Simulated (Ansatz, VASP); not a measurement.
**One calculation of SiC, two programs**

```
CELL_PARAMETERS angstrom
3.10676 0.00000 0.00000
-1.55338 2.69053 0.00000
0.00000 0.00000 5.04800
ATOMIC_POSITIONS crystal
Si 0.33333 0.66667 0.00000
Si 0.66667 0.33333 0.50000
C 0.33333 0.66667 0.38500
C 0.66667 0.33333 0.88500
```

Change from the starting cell: equal xx and yy strain of +1 %.

Alike in both runs: task single point; functional PBEsol; k mesh 15 × 15 × 8; occupations fermi-dirac, width 0.08 eV; no spin polarisation.

|  | VASP | Ansatz |
| --- | --- | --- |
| version | VASP 6.6.1 | Ansatz 0.2.0 |
| potentials or method | VASP PAW PBE potentials, release 64 (Si, C), cutoff 520 eV | all-electron LAPW, scalar-relativistic |

```csv
,VASP,Ansatz,Ansatz less VASP
pressure (GPa),-3.9,-4.2,-0.37
largest component of the traceless stress (GPa),0.50,0.54,+0.043
rms of the force components (eV/Å),0.376,0.373,-0.0022
```

Atom by atom the forces differ by 0.002 eV/Å (rms over components). Ansatz ran all-electron here, so the differences hold the error of VASP's frozen core and of both bases.

Caveats: the PAW data sets were made with another functional, which shifts forces and pressure a little (VASP). A k mesh can miss the band edges.
